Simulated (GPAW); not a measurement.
# Ga (Pm-3m) in GPAW: notebook

The runs below take Ga through wannier90, with revPBE, SOGGA.

Everything below comes from runs of GPAW 26.7.0. Logs are shortened: lines on timing, memory, paths and dates and some standing lists are left out, and cuts for length are marked. The log counts tension as positive stress, the text compression.

### Step 1. The crystal as given

The structure is cubic, space group Pm-3m (No. 221). The conventional cell has a = 2.716 Å, b = 2.716 Å, c = 2.716 Å, α = 90.00°, β = 90.00°, γ = 90.00°. Ga (site symmetry m-3m) has 6 Ga at 2.72 Å as nearest neighbours.

The cell was built by a generator and needn't be a form met in nature.

### Step 2. Wannier90, revPBE

run.py reads:

```python
import json
import numpy as np
import subprocess
from ase.dft.bandgap import bandgap
from ase.io import read, write
from ase.units import GPa
from gpaw import GPAW, PW
from gpaw.wannier.wannier90 import Wannier90

atoms = read('Ga.cif')

calc = GPAW(mode=PW(600),
            xc='revPBE',
            kpts={'size': (10, 10, 10), 'gamma': True},
            occupations={'name': 'fermi-dirac', 'width': 0.2},
            nbands=7,
            convergence={'density': 1e-05, 'energy': 1e-05},
            maxiter=100,
            txt='gpaw.txt')
atoms.calc = calc
energy = atoms.get_potential_energy()
forces = atoms.get_forces()
stress = atoms.get_stress()
calc.write('gs.gpw')
write('result.traj', atoms)
print(f'Energy: {energy:.6f} eV')
print('Forces (eV/A):')
print(forces.round(4))
print('Stress (GPa):', (stress / GPa).round(3))
print('Fermi level:', round(calc.get_fermi_level(), 4), 'eV')
print(f'Gap: {bandgap(calc)[0]:.4f} eV, direct: {bandgap(calc, direct=True)[0]:.4f} eV')

nwann = sum(2 * l + 1 for setup in calc.setups for n, l in zip(setup.n_j, setup.l_j) if n > 0)
nbands = nwann + 4
full = calc.fixed_density(kpts={'size': (6, 6, 6), 'gamma': True}, symmetry='off', nbands=nbands + 6,
                          convergence={'bands': nbands, 'eigenstates': 1e-7}, txt='full.txt')
frozen = min(3.0, full.eigenvalues()[0, :, nwann].min() - full.get_fermi_level() - 0.01)  # at most nwann bands inside
w90 = Wannier90(full, seed='w90', bands=range(nbands), spin=0)
w90.write_input(num_iter=500, dis_num_iter=500, dis_froz_max=frozen, search_shells=40)
subprocess.run(['wannier90.x', '-pp', 'w90'], check=True)
w90.write_projections()
w90.write_eigenvalues()
w90.write_overlaps()
subprocess.run(['wannier90.x', 'w90'], check=True)

words = open('w90_hr.dat').read().split('\n', 1)[1].split()
nr = int(words[1])
degeneracy = np.array(words[2:2 + nr], float)
hr = np.array(words[2 + nr:], float).reshape((nr, nwann, nwann, 7))
R, H = hr[:, 0, 0, :3], (hr[..., 5] + 1j * hr[..., 6]) / degeneracy[:, None, None]
path = atoms.cell.bandpath('GXMGRX,MR', npoints=40, eps=1e-4)
interp = np.array([np.linalg.eigvalsh(np.einsum('r,rji->ij', np.exp(2j * np.pi * R @ k), H)) for k in path.kpts])
exact = calc.fixed_density(kpts=path, symmetry='off', nbands=nwann + 6, convergence={'bands': nwann, 'eigenstates': 1e-7},
                           txt='bands.txt').band_structure().energies[0, :, :nwann]
print(f'Frozen window up to {frozen:.3f} eV over the Fermi level')
window = exact < calc.get_fermi_level() + frozen
miss = abs(interp - exact)[window]
print(f'{nwann} functions; bands in the frozen window, Wannier less DFT: mean {miss.mean():.4f} eV, largest {miss.max():.4f} eV')
json.dump({'interp': interp.tolist(), 'exact': exact.tolist(), 'kpts': path.kpts.tolist(), 'miss': [miss.mean(), miss.max()],
           'onsite': H[abs(R).sum(1).argmin()].diagonal().real.tolist()}, open('wannier.json', 'w'))
```

Ga.cif reads:

```cif
data_Ga
_cell_length_a 2.71648000
_cell_length_b 2.71648000
_cell_length_c 2.71648000
_cell_angle_alpha 90.00000000
_cell_angle_beta 90.00000000
_cell_angle_gamma 90.00000000
_space_group_name_H-M_alt 'Pm-3m'
_space_group_name_Hall '-P 4 2 3'
_space_group_IT_number 221
loop_
_space_group_symop_operation_xyz
'x,y,z'
'-x,-y,-z'
'-y,x,z'
'y,-x,-z'
'-x,-y,z'
'x,y,-z'
'y,-x,z'
'-y,x,-z'
'x,-y,-z'
'-x,y,z'
'-y,-x,-z'
'y,x,z'
'-x,y,-z'
'x,-y,z'
'y,x,-z'
'-y,-x,z'
'z,x,y'
'-z,-x,-y'
'z,-y,x'
'-z,y,-x'
'z,-x,-y'
'-z,x,y'
'z,y,-x'
'-z,-y,x'
'-z,x,-y'
'z,-x,y'
'-z,-y,-x'
'z,y,x'
'-z,-x,y'
'z,x,-y'
'-z,y,x'
'z,-y,-x'
'y,z,x'
'-y,-z,-x'
'x,z,-y'
'-x,-z,y'
'-y,z,-x'
'y,-z,x'
'-x,z,y'
'x,-z,-y'
'-y,-z,x'
'y,z,-x'
'-x,-z,-y'
'x,z,y'
'y,-z,-x'
'-y,z,x'
'x,-z,y'
'-x,z,-y'
loop_
_atom_site_label
_atom_site_type_symbol
_atom_site_symmetry_multiplicity
_atom_site_Wyckoff_symbol
_atom_site_fract_x
_atom_site_fract_y
_atom_site_fract_z
_atom_site_occupancy
Ga1 Ga 1 a 0.0000000000 0.0000000000 0.0000000000 1
```

Potentials or basis: the program's PAW data sets (release 1.2.1) made for this functional, pw.

The run is started by

```console
$ OMP_NUM_THREADS=1 python run.py
```

gpaw.txt:

```text
__  _  _
 | _ |_)|_||  |
 |__||  | ||/\| - 26.7.0

Input parameters:
  mode=PW(ecut=600.0),
  convergence={'density': 1e-05, 'energy': 1e-05},
  kpts=MonkhorstPack(size=(10, 10, 10), gamma=True),
  maxiter=100,
  nbands=7,
  occupations=Occupations(name='fermi-dirac', width=0.2),
  xc=XC(name='revPBE')

Diagonalizing LCAO Hamiltonian
Converting LCAO to pw mode
   .------.
  /|      |
 * |      |
 | .------.
 |/      /
 Ga-----*

Atoms  # Å, Bohr magnetons
|   | symbol |        x |        y |        z |    initial magnetic moments |
|---|--------|----------|----------|----------|-----------------------------|
| 0 |     Ga | 0.000000 | 0.000000 | 0.000000 | ( 0.0000,  0.0000,  0.0000) |

Unit cell  # Å
| periodic |        x |        y |        z |  lengths |    angles |
|----------|----------|----------|----------|----------|-----------|
|      yes | 2.716480 | 0.000000 | 0.000000 | 2.716480 | 90.000000 |
|      yes | 0.000000 | 2.716480 | 0.000000 | 2.716480 | 90.000000 |
|      yes | 0.000000 | 0.000000 | 2.716480 | 2.716480 | 90.000000 |

Number of symmetries: 48
Symmetry operations  # r_c * U_cc + t_c -> r_c
|    | kind |            matrix            |
|----|------|------------------------------|
|  0 |  E   |  1, 0, 0,  0, 1, 0,  0, 0, 1 |
|  1 |  σ   |  1, 0, 0,  0, 1, 0,  0, 0,-1 |
|  2 |  σ   |  1, 0, 0,  0, 0, 1,  0, 1, 0 |
|  3 |  C4  |  1, 0, 0,  0, 0, 1,  0,-1, 0 |
|  4 |  C4  |  1, 0, 0,  0, 0,-1,  0, 1, 0 |
|  5 |  σ   |  1, 0, 0,  0, 0,-1,  0,-1, 0 |
|  6 |  σ   |  1, 0, 0,  0,-1, 0,  0, 0, 1 |
|  7 |  C2  |  1, 0, 0,  0,-1, 0,  0, 0,-1 |
|  8 |  σ   |  0, 1, 0,  1, 0, 0,  0, 0, 1 |
|  9 |  C2  |  0, 1, 0,  1, 0, 0,  0, 0,-1 |
| 10 |  C3  |  0, 1, 0,  0, 0, 1,  1, 0, 0 |
| 11 |  S6  |  0, 1, 0,  0, 0, 1, -1, 0, 0 |
| 12 |  S6  |  0, 1, 0,  0, 0,-1,  1, 0, 0 |
| 13 |  C3  |  0, 1, 0,  0, 0,-1, -1, 0, 0 |
| 14 |  C4  |  0, 1, 0, -1, 0, 0,  0, 0, 1 |
| 15 |  S4  |  0, 1, 0, -1, 0, 0,  0, 0,-1 |
| 16 |  C3  |  0, 0, 1,  1, 0, 0,  0, 1, 0 |
| 17 |  S6  |  0, 0, 1,  1, 0, 0,  0,-1, 0 |
| 18 |  σ   |  0, 0, 1,  0, 1, 0,  1, 0, 0 |
| 19 |  C4  |  0, 0, 1,  0, 1, 0, -1, 0, 0 |
| 20 |  C2  |  0, 0, 1,  0,-1, 0,  1, 0, 0 |
| 21 |  S4  |  0, 0, 1,  0,-1, 0, -1, 0, 0 |
| 22 |  S6  |  0, 0, 1, -1, 0, 0,  0, 1, 0 |
| 23 |  C3  |  0, 0, 1, -1, 0, 0,  0,-1, 0 |
| 24 |  S6  |  0, 0,-1,  1, 0, 0,  0, 1, 0 |
| 25 |  C3  |  0, 0,-1,  1, 0, 0,  0,-1, 0 |
| 26 |  C4  |  0, 0,-1,  0, 1, 0,  1, 0, 0 |
| 27 |  σ   |  0, 0,-1,  0, 1, 0, -1, 0, 0 |
| 28 |  S4  |  0, 0,-1,  0,-1, 0,  1, 0, 0 |
| 29 |  C2  |  0, 0,-1,  0,-1, 0, -1, 0, 0 |
| 30 |  C3  |  0, 0,-1, -1, 0, 0,  0, 1, 0 |
| 31 |  S6  |  0, 0,-1, -1, 0, 0,  0,-1, 0 |
| 32 |  C4  |  0,-1, 0,  1, 0, 0,  0, 0, 1 |
| 33 |  S4  |  0,-1, 0,  1, 0, 0,  0, 0,-1 |
| 34 |  S6  |  0,-1, 0,  0, 0, 1,  1, 0, 0 |
| 35 |  C3  |  0,-1, 0,  0, 0, 1, -1, 0, 0 |
| 36 |  C3  |  0,-1, 0,  0, 0,-1,  1, 0, 0 |
| 37 |  S6  |  0,-1, 0,  0, 0,-1, -1, 0, 0 |
| 38 |  σ   |  0,-1, 0, -1, 0, 0,  0, 0, 1 |
| 39 |  C2  |  0,-1, 0, -1, 0, 0,  0, 0,-1 |
| 40 |  σ   | -1, 0, 0,  0, 1, 0,  0, 0, 1 |
| 41 |  C2  | -1, 0, 0,  0, 1, 0,  0, 0,-1 |
| 42 |  C2  | -1, 0, 0,  0, 0, 1,  0, 1, 0 |
| 43 |  S4  | -1, 0, 0,  0, 0, 1,  0,-1, 0 |
| 44 |  S4  | -1, 0, 0,  0, 0,-1,  0, 1, 0 |
| 45 |  C2  | -1, 0, 0,  0, 0,-1,  0,-1, 0 |
| 46 |  C2  | -1, 0, 0,  0,-1, 0,  0, 0, 1 |
| 47 |  i   | -1, 0, 0,  0,-1, 0,  0, 0,-1 |

BZ-sampling:
  Number of BZ points: 1000
  Number of IBZ points: 56

  Monkhorst-Pack size: [10, 10, 10]
  Monkhorst-Pack shift: [0.05, 0.05, 0.05]

K-points  # in reciprocal-cell coordinates
|     |                                coordinates |     weight |
|-----|--------------------------------------------|------------|
|   0 | (  0.00000000,   0.00000000,   0.00000000) | 0.00100000 |
|   1 | (  0.10000000,   0.00000000,   0.00000000) | 0.00600000 |
|   2 | (  0.10000000,   0.10000000,   0.00000000) | 0.01200000 |
|   3 | (  0.10000000,   0.10000000,   0.10000000) | 0.00800000 |
|   4 | (  0.20000000,   0.00000000,   0.00000000) | 0.00600000 |
|   5 | (  0.20000000,   0.10000000,   0.00000000) | 0.02400000 |
|   6 | (  0.20000000,   0.10000000,   0.10000000) | 0.02400000 |
|   7 | (  0.20000000,   0.20000000,   0.00000000) | 0.01200000 |
|   8 | (  0.20000000,   0.20000000,   0.10000000) | 0.02400000 |
|   9 | (  0.20000000,   0.20000000,   0.20000000) | 0.00800000 |
| ... |                                            |            |
|  55 | (  0.50000000,   0.50000000,   0.50000000) | 0.00100000 |

Plane wave coefficients: 691
Cutoff: 600.0 eV

Spin-components: 1 (collinear spins)
Bands:           7
Projectors:      5
Spin-degeneracy: 2
Datatype:        complex128

Parallelization:
  kpt:    1
  domain: 1
  band:   1

Density:
  Valence electrons: 3.0
  Components: 1
  Grid points: [16 16 16]
  Charge: 0.0  # |e|

Potential:
  Grid points: [16 16 16]

species:
  Ga:
    name:    Gallium
    Z:       31.0
    valence: 3
    core:    28
    charge:  0.0  # [|e|]
    compensation charges:
      type: gauss
      rc: 0.37  # [Å]
      lmax: 2
    cutoffs:
      filter: 2.06  # [Å]
      core: 4.17  # [Å]
    projectors
    | kind |    occ | energy [eV] | rcut [Å] |
    |------|--------|-------------|----------|
    |   4s |  2.000 |      -8.879 |    1.164 |
    |   4p |  1.000 |      -2.530 |    1.164 |
    |    s |        |      18.332 |    1.164 |
    |    p |        |      24.682 |    1.164 |
    |    d |        |       0.000 |    1.164 |

    Using partial waves for Ga as LCAO basis

Reference energy: -52888.943254  # eV

eigensolver:
  PPCG
  Converge bands: occupied
  niter=2

density mixing:
  MSR1-Mixer
  Pratt-step length: 0.05
  Maximum mixing coefficient: 0.75
  Old densities: 10
  SVD Regularization: 0.005
  Good broyden scale: 1.0
  Trust region scale: 1.0
  Backstep threshold: 4.0
  History deletion threshold: 6.0
  Fourier metric: weight=20.0, sigma=0.015

occupation numbers:
  Fermi-Dirac:
    width: 0.2000  # eV

poisson solver:
  ecut: 4800.0  # eV

xc functional:
  name: revPBE with 2 nearest neighbor stencil

convergence criteria:
- Maximum integral of absolute [dens]ity change: 1e-05 electrons / valence electron
- Maximum [total energy] change in last 3 cyles: 1e-05 eV / valence electron
- Maximum integral of absolute [eigenst]ate change: 4e-08 eV^2 / valence electron
maximum number of iterations: 100

SCF iterations
|iter     | |      energy | eigst |  dens |
|---------|-|-------------|-------|-------|
|iter:   1| |   -2.542046 | -1.05 |       |
|iter:   2| |   -2.541845 | -3.55 | -1.09 |
|iter:   3| |   -2.539928 | -3.57 | -1.12 |
|iter:   4| |   -2.540532 | -4.27 | -1.63 |
|iter:   5| |   -2.540587 | -5.23 | -2.46 |
|iter:   6| |   -2.540588 | -7.27 | -3.50 |
|iter:   7| |   -2.540588c| -7.50c| -4.33 |
|iter:   8| |   -2.540588c| -8.55c| -5.18c|

Converged in 8 steps
Energy contributions relative to reference atoms: (reference = -52888.943254)

Energy contributions:
  Kinetic:           8.224446
  Coulomb:          -6.588841
  Zero:              0.011625
  External:          0.000000
  Xc:               -4.158688
  Entropy:          -0.058260
  Spinorbit:         0.000000
  ----------------------------
  Free energy:      -2.569718
  Extrapolated:     -2.540588

dipole moment: (-6.976545, -6.976545, -6.976545)  # |e|*Ang

Fermi level: 5.514
Eigenvalues  # (at kpt = [0.000, 0.000, 0.000])
| band index |      eig [eV] | occ [0-2] |
|------------|---------------|-----------|
|          0 |        -5.072 |     2.000 |
|          1 |        14.501 |     0.000 |
|          2 |        14.501 |     0.000 |
|          3 |        14.501 |     0.000 |
|          4 |        16.843 |     0.000 |
|          5 |        16.843 |     0.000 |
|          6 |        19.843 |     0.000 |

No gap
No difference between direct/indirect transitions

Forces  # eV/Ang
|       x |       y |       z |
|---------|---------|---------|
| 0.00000 | 0.00000 | 0.00000 |  # Ga   0

Stress tensor  # eV/Ang^3
|         x |         y |         z |
|-----------|-----------|-----------|
| -0.012051 |  0.000000 |  0.000000 |
|  0.000000 | -0.012051 |  0.000000 |
|  0.000000 |  0.000000 | -0.012051 |

# Writing to gs.gpw (mode='')
```

Run time: 25 s. Hardware: 1 thread of Intel Xeon Platinum 8375C at 2.90GHz (Ice Lake), shared host; peak memory 0.3 GiB.

What came out:

```
Free energy            : -2.5697 eV
Pressure               : 1.9 GPa
Band gap on the k mesh : none (metal or under the smearing width)
Total Wannier spread   : 6.59 Å² over 4 functions
```

Levels at the corners of the path, in eV from the Fermi level:
| point | band 1 | band 2 | band 3 | band 4 |
| --- | --- | --- | --- | --- |
| Γ | -10.59 | 8.99 | 8.99 | 8.99 |
| X | -6.30 | -4.16 | 12.45 | 12.45 |
| M | -1.65 | -0.70 | -0.70 | 4.13 |
| Γ | -10.59 | 8.99 | 8.99 | 8.99 |
| R | 2.63 | 2.63 | 2.63 | 3.88 |
| X | -6.30 | -4.16 | 12.45 | 12.45 |
| M | -1.65 | -0.70 | -0.70 | 4.13 |
| R | 2.63 | 2.63 | 2.63 | 3.88 |

Wannier centres (Å) and spreads (Å²):
| function | x | y | z | spread |
| --- | --- | --- | --- | --- |
| 1 | 0.428 | 0.306 | 0.297 | 1.627 |
| 2 | 0.064 | -0.576 | 0.093 | 1.659 |
| 3 | 0.047 | 0.098 | -0.577 | 1.659 |
| 4 | -0.543 | 0.165 | 0.180 | 1.643 |

Caveat: in doubt: disentanglement not converged.

(Continued in part 2 of 2.)
